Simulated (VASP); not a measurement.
Here is a VASP 6.6.1 calculation.

File INCAR:

```
ALGO = Normal
EDIFF = 1E-6
EDIFFG = -0.01
ENCUT = 600
GGA = PE
IBRION = 2
ISIF = 3
ISMEAR = 0
IVDW = 12
LASPH = T
LCHARG = F
LREAL = F
LWAVE = F
NELM = 80
NSW = 90
PREC = Accurate
SIGMA = 0.03
```

File KPOINTS:

```
k-points
0
Gamma
  10 10 10
```

The input POSCAR:

```
SiC
1.0
    0.0000000000      2.1790000000      2.1790000000
    2.1790000000      0.0000000000      2.1790000000
    2.1790000000      2.1790000000      0.0000000000
Si C
1 1
Direct
    0.0000000000      0.0000000000      0.0000000000
    0.2500000000      0.2500000000      0.2500000000
```

Potentials or basis: VASP PAW PBE potentials, release 64 (Si, C).

The run is started by

```sh
$ cat potpaw_PBE.64/Si/POTCAR potpaw_PBE.64/C/POTCAR > POTCAR
$ mpirun -np 1 vasp_std > vasp.out
```

Task: What does it give for the relaxed volume?

Result: 10.27 Å³/atom.

Task: Estimate the dispersion energy per atom.

Result: -0.303 eV.

Task: Predict the relaxed cell.

Result: a = 3.074 Å, b = 3.074 Å, c = 3.074 Å, α = 60.00°, β = 60.00°, γ = 60.00°.

Task: What does it give for the space group after relaxing (to 0.05 Å)?

Result: F-43m (No. 216).

Final structure:
```
Si C
1.0
     0.00000    2.17365    2.17365
     2.17365    0.00000    2.17365
     2.17365    2.17365    0.00000
Si C
1 1
Direct
  0.00000 0.00000 0.00000
  0.25000 0.25000 0.25000
```
